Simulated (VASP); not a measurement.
# CaSe (Fm-3m) in VASP: further runs, part 2 of 3

VASP 6.6.1.

## (4) Single point, PBE

This run uses another cell than the first one, of 25.83 Å³/atom, 0.977 times its volume.

Input file INCAR:

```
ALGO = Normal ; EDIFF = 1E-6
ENCUT = 520 ; GGA = PE
ISIF = 2 ; ISMEAR = 0
LASPH = True ; LCHARG = False
LREAL = False ; LWAVE = False
NBANDS = 15 ; NELM = 80
PREC = Accurate ; SIGMA = 0.1
```

Input file KPOINTS:

```
k-points
0
Gamma
  6 6 6
```

Input file POSCAR:

```
CaSe
1.0
    0.0000000000      2.9560000000      2.9560000000
    2.9560000000      0.0000000000      2.9560000000
    2.9560000000      2.9560000000      0.0000000000
Ca Se
1 1
Direct
    0.0000000000      0.0000000000      0.0000000000
    0.5000000000      0.5000000000      0.5000000000
```

Launch:

```sh
$ cat potpaw_PBE.64/Ca_sv/POTCAR potpaw_PBE.64/Se/POTCAR > POTCAR
$ mpirun -np 1 vasp_std > vasp.out
```

It took 7.5 s on 1 thread of Intel Xeon 6975P-C (Granite Rapids), shared host; peak memory 0.17 GiB.

Results (log left out):

- Free energy: -9.4791 eV
- Pressure: 1.4 GPa
- Band gap on the k mesh: 2.02 eV, indirect (least direct gap 2.96 eV)

Levels at points of the mesh, in eV from the valence-band top:
```tsv
k point	band 5	band 6	band 7	band 8	band 9	band 10	band 11	band 12
(0.00, 0.00, 0.00)	-11.80	0.00	0.00	0.00	3.35	3.71	3.71	3.71
(0.50, 0.00, 0.00)	-11.10	-3.29	-1.20	-1.20	4.52	5.48	5.51	5.51
(0.50, 0.50, 0.00)	-11.22	-2.52	-0.94	-0.94	2.02	5.04	5.06	6.04
```

## (5) Single point, PBE

Input file INCAR:

```
PREC     = Accurate       # precision mode
ENCUT    = 520            # plane-wave cutoff, eV
EDIFF    = 1E-6           # SCF threshold, eV
ISMEAR   = 0              # smearing method
SIGMA    = 0.02           # smearing width, eV
LREAL    = F              # projectors in reciprocal space
LASPH    = T              # aspherical terms in the spheres
NELM     = 60             # most SCF steps
ALGO     = Normal         # electronic algorithm
ISIF     = 2              # what is computed and relaxed
LWAVE    = F              # write WAVECAR
LCHARG   = F              # write CHGCAR
GGA      = PE             # functional
NBANDS   = 15             # bands
```

Input file KPOINTS:

```
Automatic mesh
0
Gamma
  8 8 8
```

Input file POSCAR:

```
CaSe
1.0
    0.0000000000      2.9793658632      2.9793658632
    2.9793658632      0.0000000000      2.9793658632
    2.9793658632      2.9793658632      0.0000000000
Ca Se
1 1
Direct
    0.0000000000      0.0000000000      0.0000000000
    0.5000000000      0.5000000000      0.5000000000
```

Launch:

```sh
$ cat potpaw_PBE.64/Ca_sv/POTCAR potpaw_PBE.64/Se/POTCAR > POTCAR
$ mpirun -np 1 vasp_std > vasp.out
```

Run time: 9.6 s. Hardware: 1 thread of Intel Xeon 6975P-C (Granite Rapids), shared host; peak memory 0.18 GiB.

It converged, with:

```
Free energy            : -9.4859 eV
Pressure               : 0.1 GPa
Band gap on the k mesh : 2.07 eV, indirect (least direct gap 2.99 eV)
```

Levels at points of the mesh, in eV from the valence-band top:
| k point | band 5 | band 6 | band 7 | band 8 | band 9 | band 10 | band 11 | band 12 |
| --- | --- | --- | --- | --- | --- | --- | --- | --- |
| (0.00, 0.00, 0.00) | -11.72 | 0.00 | 0.00 | 0.00 | 3.22 | 3.71 | 3.71 | 3.71 |
| (0.50, 0.00, 0.00) | -11.07 | -3.20 | -1.15 | -1.15 | 4.48 | 5.42 | 5.45 | 5.45 |
| (0.50, 0.50, 0.00) | -11.17 | -2.46 | -0.91 | -0.91 | 2.07 | 4.95 | 5.00 | 5.93 |

## (6) Single point, PBE

Input file INCAR:

```
PREC = Accurate
ENCUT = 520
EDIFF = 1E-7
ISMEAR = 0
SIGMA = 0.01
LREAL = F
LASPH = T
NELM = 100
ALGO = Normal
ISIF = 2
LWAVE = F
LCHARG = F
GGA = PE
NBANDS = 15
```

Input file KPOINTS:

```
regular mesh
0
Gamma
  8 8 8
```

Input file POSCAR:

```
CaSe
1.0
    0.0000000000      2.9789659654      2.9789659654
    2.9789659654      0.0000000000      2.9789659654
    2.9789659654      2.9789659654      0.0000000000
Ca Se
1 1
Direct
    0.0000000000      0.0000000000      0.0000000000
    0.5000000000      0.5000000000      0.5000000000
```

Potentials or basis: VASP PAW PBE potentials, release 64 (Ca_sv, Se).

Launch:

```sh
$ cat potpaw_PBE.64/Ca_sv/POTCAR potpaw_PBE.64/Se/POTCAR > POTCAR
$ mpirun -np 1 vasp_std > vasp.out
```

OUTCAR:

```text
PREC = Accurate
   ENCUT = 520
   EDIFF = 1E-7
   ISMEAR = 0
   LREAL = F
   LASPH = T
   NELM = 100
   ISIF = 2
   GGA = PE

 ion  position               nearest neighbor table
   1  0.000  0.000  0.000-   2 2.98   2 2.98   2 2.98   2 2.98   2 2.98   2 2.98
   2  0.500  0.500  0.500-   1 2.98   1 2.98   1 2.98   1 2.98   1 2.98   1 2.98

  LATTYP: Found a face centered cubic cell.
 ALAT       =     5.9579319308

  Lattice vectors:

 A1 = (   0.0000000000,   2.9789659654,   2.9789659654)
 A2 = (   2.9789659654,   0.0000000000,   2.9789659654)
 A3 = (   2.9789659654,   2.9789659654,   0.0000000000)

Analysis of symmetry for initial positions (statically):
=====================================================================
 Subroutine PRICEL returns:
 Original cell was already a primitive cell.

 Routine SETGRP: Setting up the symmetry group for a
 face centered cubic supercell.

 Subroutine GETGRP returns: Found 48 space group operations
 (whereof 48 operations were pure point group operations)
 out of a pool of 48 trial point group operations.

The static configuration has the point symmetry O_h .

Analysis of symmetry for dynamics (positions and initial velocities):
=====================================================================
 Subroutine PRICEL returns:
 Original cell was already a primitive cell.

 Routine SETGRP: Setting up the symmetry group for a
 face centered cubic supercell.

 Subroutine GETGRP returns: Found 48 space group operations
 (whereof 48 operations were pure point group operations)
 out of a pool of 48 trial point group operations.

The dynamic configuration has the point symmetry O_h .

 Subroutine INISYM returns: Found 48 space group operations
 (whereof 48 operations are pure point group operations),
 and found     1 'primitive' translations

----------------------------------------------------------------------------------------

                                     Primitive cell

  volume of cell :      52.8721

[... 118 lines left out ...]
   LRPA    =     F    only Hartree local field effects (RPA)
 non-spin polarized calculation
 Gauss-broadening in eV      SIGMA  =   0.01
  energy-cutoff  :      520.00
  volume of cell :       52.87
 maximum number of plane-waves:      1436
   NGX = 15   NGY = 15   NGZ = 15

 number of electron      15.9999996 magnetization

 Free energy of the ion-electron system (eV)
  ---------------------------------------------------
  ext. energy  EPLUGINS =         0.00000000
  ---------------------------------------------------
  free energy    TOTEN  =        -9.48583866 eV

  energy without entropy =       -9.48583866  energy(sigma->0) =       -9.48583866

 E-fermi :   2.4081     XC(G=0):  -9.0646

 val. band max:        2.2991499346   @ k =   0.0000   0.0000   0.0000
 cond. band min:       4.3730281759   @ k =   0.5000   0.5000   0.0000
 fundamental gap:      2.0738782413
 Fermi energy:         2.4080659405

 k-point     1 :       0.0000    0.0000    0.0000
  band No.  band energies     occupation
      1     -37.5163      2.00000
      2     -18.5063      2.00000
      3     -18.5063      2.00000
      4     -18.5063      2.00000
      5      -9.4259      2.00000
      6       2.2991      2.00000
      7       2.2991      2.00000
      8       2.2991      2.00000
      9       5.5261      0.00000
     10       6.0115      0.00000
     11       6.0115      0.00000
     12       6.0115      0.00000
     13       6.5593      0.00000
     14       6.5593      0.00000
[... 401 lines left out ...]
      2     -18.5902      2.00000
      3     -18.5362      2.00000
      4     -18.5218      2.00000
      5      -8.7787      2.00000
      6      -0.4609      2.00000
      7       0.7183      2.00000
      8       1.1027      2.00000
      9       6.7486      0.00000
     10       7.0287      0.00000
     11       7.9613      0.00000
     12       8.2198      0.00000
     13       8.5602      0.00000
     14       9.4443      0.00000
     15      10.7597      0.00000

 [... further k-points ...]

------------------------ aborting loop because EDIFF is reached ----------------------------------------

  FORCE on cell =-STRESS in cart. coord.  units (eV):
  Direction    XX          YY          ZZ          XY          YZ          ZX
  --------------------------------------------------------------------------------------
  -------------------------------------------------------------------------------------
  Total        0.0548895      0.0548895      0.0548895      0.0000000      0.0000000      0.0000000
  in kB        1.6633116      1.6633116      1.6633116      0.0000000      0.0000000      0.0000000
  external PRESSURE =       1.6633116 kB  Pullay stress =       0.0000000 kB

 VOLUME and BASIS-vectors are now :
 -----------------------------------------------------------------------------
  energy-cutoff  :      520.00
  volume of cell :       52.87
      direct lattice vectors                 reciprocal lattice vectors
     0.000000000  2.978965965  2.978965965    -0.167843475  0.167843475  0.167843475
     2.978965965  0.000000000  2.978965965     0.167843475 -0.167843475  0.167843475
     2.978965965  2.978965965  0.000000000     0.167843475  0.167843475 -0.167843475

 POSITION                                       TOTAL-FORCE (eV/Angst)
 -----------------------------------------------------------------------------------
      0.00000      0.00000      0.00000         0.000000      0.000000     -0.000000
      2.97897      2.97897      2.97897        -0.000000     -0.000000      0.000000
 -----------------------------------------------------------------------------------
    total drift:                                0.000000     -0.000000     -0.000000

  FREE ENERGIE OF THE ION-ELECTRON SYSTEM (eV)
  ---------------------------------------------------
  free  energy   TOTEN  =        -9.4858386570 eV

  energy  without entropy=       -9.4858386570  energy(sigma->0) =       -9.48583866
```

OSZICAR:

```text
N       E                     dE             d eps       ncg     rms          rms(c)
DAV:   1     0.110070454312E+03    0.11007E+03   -0.75153E+03   870   0.982E+02
DAV:   2    -0.497745149325E+01   -0.11505E+03   -0.10909E+03  1066   0.243E+02
DAV:   3    -0.943772193605E+01   -0.44603E+01   -0.44230E+01  1197   0.461E+01
DAV:   4    -0.962711787582E+01   -0.18940E+00   -0.18931E+00  1152   0.815E+00
DAV:   5    -0.963021996422E+01   -0.31021E-02   -0.31020E-02  1191   0.928E-01    0.426E+00
DAV:   6    -0.948824459457E+01    0.14198E+00   -0.19333E-01  1038   0.231E+00    0.252E+00
DAV:   7    -0.948149179909E+01    0.67528E-02   -0.99029E-02  1106   0.198E+00    0.821E-01
DAV:   8    -0.948559952708E+01   -0.41077E-02   -0.12216E-02   919   0.836E-01    0.119E-01
DAV:   9    -0.948569902903E+01   -0.99502E-04   -0.66058E-04  1152   0.255E-01    0.482E-02
DAV:  10    -0.948582067552E+01   -0.12165E-03   -0.16466E-04   954   0.795E-02    0.154E-02
DAV:  11    -0.948584021961E+01   -0.19544E-04   -0.45321E-05  1024   0.583E-02    0.105E-02
DAV:  12    -0.948583902567E+01    0.11939E-05   -0.24478E-06  1076   0.117E-02    0.467E-03
DAV:  13    -0.948583861309E+01    0.41258E-06   -0.90263E-07  1038   0.608E-03    0.137E-03
DAV:  14    -0.948583865704E+01   -0.43952E-07   -0.20388E-08   519   0.910E-04
   1 F= -.94858387E+01 E0= -.94858387E+01  d E =-.100047E-55
```

stdout:

```text
POSCAR found type information on POSCAR CaSe
 POSCAR found :  2 types and       2 ions
 scaLAPACK will be used
 LDA part: xc-table for (Slater+PW92), standard interpolation
 POSCAR, INCAR and KPOINTS ok, starting setup
 FFT: planning ... GRIDC
 FFT: planning ... GRID_SOFT
 FFT: planning ... GRID
 WAVECAR not read
 entering main loop
```

Wall time 9.9 s (1 thread of Intel Xeon 6975P-C (Granite Rapids), shared host); peak memory 0.18 GiB.

What came out:

| Item | Value |
| --- | --- |
| Free energy | -9.4858 eV |
| Pressure | 0.2 GPa |
| Band gap on the k mesh | 2.07 eV, indirect (least direct gap 2.99 eV) |

[end of part 2 of 3]
